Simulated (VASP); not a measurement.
# BeTe (strained zincblende): one PBE single-point calculation in two programs

```
Be Te
1.0
     0.00000    2.71548    2.91102
     2.71548    0.00000    2.91102
     2.71548    2.71548    0.00000
Be Te
1 1
Direct
  0.00000 0.00000 0.00000
  0.25000 0.25000 0.25000
```

The two codes use different PAW datasets and cutoffs. VASP's cell holds 8 valence electrons and Ansatz's 18. Ansatz's stress includes a Pulay correction; VASP's doesn't.

Cutoffs: 520 eV in VASP, 420 eV in Ansatz. k meshes: 8×8×8 and 8×8×8.

|  | VASP | Ansatz |
| --- | --- | --- |
| gap between bands v and c | 1.57 eV | 1.59 eV |
| least direct gap | 3.41 eV | 3.43 eV |
| pressure | 3.7 GPa | 3.5 GPa |

Band v is the last that the valence electrons fill when counted band by band, and c is the next. Levels in eV from the top of v, Ansatz:

```tsv
point	v−1	v	c	c+1
Γ	0.00	0.00	3.43	3.43
X	-2.59	-2.59	2.10	2.88
K	-4.23	-2.66	2.34	4.90
L	-1.66	-1.01	2.85	4.45
W	-3.97	-3.54	5.24	5.57
```

VASP:

```csv
point,v−1,v,c,c+1
Γ,0.00,0.00,3.41,3.41
X,-2.59,-2.59,2.09,2.86
K,-4.24,-2.67,2.32,4.88
L,-1.66,-1.02,2.83,4.42
W,-3.98,-3.55,5.22,5.53
```
